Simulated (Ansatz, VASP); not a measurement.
# MgB, level by level in two programs

```
Mg B
1.0
     2.91432    0.00000    0.00000
     0.00000    2.91432    0.00000
     0.00000    0.00000    2.91432
Mg B
1 1
Direct
  0.00000 0.00000 0.00000
  0.50000 0.50000 0.50000
```

Change from the starting cell: volume scaled by 1.02.

Single points on this cell with VASP 6.6.1 and Ansatz 0.2.0. Each row is one pair of runs. Alike in all rows: spin: off; k mesh: 9 × 9 × 9; smearing: fermi-dirac, width 0.05 eV; VASP's potentials, cutoff: VASP PAW PBE potentials, release 64 (Mg, B), 520 eV.

```tsv
level	Ansatz's potentials, cutoff	gap on the k mesh at the Fermi level (eV), VASP	gap on the k mesh at the Fermi level (eV), Ansatz	pressure (GPa), VASP	pressure (GPa), Ansatz
PBE	Ansatz PAW, 420 eV	none	none	-1.7	-1.4
PBE	Ansatz PAW earlier set, 760 eV	none	none	-1.7	-1.5
PBE	JTH PAW, 900 eV	none	none	-1.7	-1.4
PBE	SPMS NC, 789 eV	none	none	-1.7	-1.3
PBE	PseudoDojo standard (PBE files), 1143 eV	none	none	-1.7	-1.3
PBE	PseudoDojo stringent (PBE files), 1143 eV	none	none	-1.7	-1.3
PBE	Ansatz NC, 1143 eV	none	none	-1.7	-1.4
```

Pressure (GPa): the two programs differ by at most 0.39.

A gap of «none» marks a metal or a gap that the smearing closes.
